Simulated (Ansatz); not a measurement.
**La2O3: stress in a strained cell**

Aim: deform La2O3 (equal xy, yz and zx engineering shear strains of -2 %) and compute stress, forces and field gradients with LAPW, PAW and all-electron datasets made for the crystal.

Computed with Ansatz 0.2.0 (DFT PBE, scalar-relativistic, unless a step's input says otherwise).

## (1) The starting structure

It takes space group P321 (No. 150, trigonal). The conventional cell has a = 3.930 Å, b = 3.930 Å, c = 6.120 Å, α = 90.00°, β = 90.00°, γ = 120.00°. Around La (site symmetry 3) lie 3 O at 2.14 Å. O (site symmetry 2) is surrounded by 2 O at 1.70 Å and 2 La at 2.14 Å.

Coordinates:

```
La O
1.0
     3.93000    0.00000    0.00000
    -1.96500    3.40348    0.00000
     0.00000    0.00000    6.12000
La O
2 3
Direct
  0.33333 0.66667 0.25000
  0.66667 0.33333 0.75000
  0.25000 0.25000 0.00000
  0.75000 0.00000 0.00000
  0.00000 0.75000 0.00000
```

Atoms are numbered in the order of the input: La1, La2, O3, O4, O5.

## (2) The deformed structure

Space group P321 before, P1 after.

## (3) Full-potential LAPW

File input.yaml:

```yaml
crystal:
  lattice:
    - [3.9300000706, -0.0393000007, -0.0393000007]
    - [-1.9990348343, 3.4231298984, -0.0143847986]
    - [-0.0612, -0.0612, 6.12]
  atoms:
    - { symbol: La, position: [0.3333333333, 0.6666666667, 0.25] }
    - { symbol: La, position: [0.6666666667, 0.3333333333, 0.75] }
    - { symbol: O, position: [0.25, 0.25, 0.0] }
    - { symbol: O, position: [0.75, 0.0, 0.0] }
    - { symbol: O, position: [0.0, 0.75, 0.0] }
kpoints:
  mp_grid: { grid: [6, 6, 4] }
  band_path:
    path:
      - [0.0, 0.0, 0.0]
      - [0.0, 0.0, 0.5]
      - [-0.5, 0.5, 0.0]
      - [0.0, 0.0, 0.0]
      - [0.0, -0.5, 0.0]
      - [-0.5, 0.0, 0.5]
      - [0.0, 0.0, 0.0]
      - [-0.5, 0.0, 0.0]
      - [0.0, -0.5, 0.5]
    npoints: 5
scf:
  occupations: { method: fermi_dirac, width: 0.02 }
hamiltonian:
  xc: pbe
  pseudopotentials: { kind: all_electron, lapw: { basis_error: 0.001 } }
output:
  forces: true
  stress: true
  eigenvalues: true
```

Command:

```
$ ansatz run input.yaml --threads 2 --pin off --max-ram 6144MiB --backend cpu --events-out ev --progress --plain --runs-dir out
```

## (4) PAW with frozen cores

File input.yaml:

```yaml
crystal:
  lattice:
    - [3.9300000706, -0.0393000007, -0.0393000007]
    - [-1.9990348343, 3.4231298984, -0.0143847986]
    - [-0.0612, -0.0612, 6.12]
  atoms:
    - { symbol: La, position: [0.3333333333, 0.6666666667, 0.25] }
    - { symbol: La, position: [0.6666666667, 0.3333333333, 0.75] }
    - { symbol: O, position: [0.25, 0.25, 0.0] }
    - { symbol: O, position: [0.75, 0.0, 0.0] }
    - { symbol: O, position: [0.0, 0.75, 0.0] }
kpoints:
  mp_grid: { grid: [6, 6, 4] }
scf:
  occupations: { method: fermi_dirac, width: 0.02 }
hamiltonian:
  xc: pbe
  pseudopotentials: { kind: paw }
output:
  forces: true
  stress: true
  eigenvalues: true
  efg: { contact_densities: true }
  write_density: true
  write_potential: true
  elf: true
  volumetric_format: npy
```

## (5) All-electron PAW on datasets made for the crystal

input.yaml, as its differences from that of step 4:

```diff
@@ -17,3 +17,3 @@
   xc: pbe
-  pseudopotentials: { kind: paw }
+  pseudopotentials: { kind: all_electron, datasets: crystal }
 output:
@@ -23,5 +23 @@
   efg: { contact_densities: true }
-  write_density: true
-  write_potential: true
-  elf: true
-  volumetric_format: npy
```

(Steps that only read results are left out.)

**Question.** What will these runs give? Wanted: pressure; largest shear or deviatoric stress.

**Answer**, as computed:

| quantity | value |
| --- | --- |
| pressure | LAPW 41.55, PAW 41.65, crystal datasets 41.55 GPa |
| largest shear or deviatoric stress (LAPW) | 23.00 GPa |

The largest part of the stress beyond the pressure is 23.00 GPa in size, in the zz component; the atoms are carried along and not relaxed. No run of the undeformed cell stands beside it, so the pressure holds what the given cell had before the change. PAW: stress within 0.12 GPa of LAPW, forces within 29 meV/Å. Crystal datasets: stress within 0.01 GPa of LAPW, forces within 2 meV/Å. Spin-orbit coupling is left out, though the cell holds La; in elements this heavy it can shift bands and gaps by tenths of an eV.
